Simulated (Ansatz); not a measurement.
The system is TiTe.

```xyz
2
Lattice="0.0000 3.0501 3.0501 3.0501 0.0000 3.0501 3.0501 3.0501 0.0000" Properties=species:S:1:pos:R:3 pbc="T T T"
Ti    3.0501    3.0501    3.0501
Te    0.0000    0.0000    0.0000
```

The cell comes from a database or a generator and needn't be the stable form of this composition.

- Program: Ansatz 0.2.0
- Task: relaxation of cell and atoms
- Functional: PBE
- Potentials or basis: Ansatz PAW
- Cutoff: 420 eV (not typed: the program's choice for these potentials)
- k mesh: 8 × 8 × 8
- Occupations: fermi-dirac, width 0.05 eV
- Spin: no spin polarisation

At the start: volume 28.37 Å³/atom.

How do energy, volume and symmetry change on relaxing?

It ends after 6 steps and the volume is 22.57 Å³/atom (-20.5 %); space group Fm-3m (No. 225, to 0.05 Å).

Step by step:
```csv
step,energy change (eV),largest force (eV/Å),volume (Å³)
1,0.0000,0.0000,56.75
2,-0.4146,0.0000,48.85
3,-0.4574,0.0000,43.17
4,-0.4794,0.0000,45.42
5,-0.4798,0.0000,45.14
6,-0.4783,0.0000,45.14
```

Final structure:
```
CELL_PARAMETERS angstrom
0.00000 2.82596 2.82596
2.82596 0.00000 2.82596
2.82596 2.82596 0.00000
ATOMIC_POSITIONS crystal
Ti 0.50000 0.50000 0.50000
Te 0.00000 0.00000 0.00000
```

Caveat: the volume moved by over 15 % at a fixed basis, so the end points are rough; the plane-wave basis is chosen anew once the cell has moved, so the energies of steps on either side of that aren't comparable.
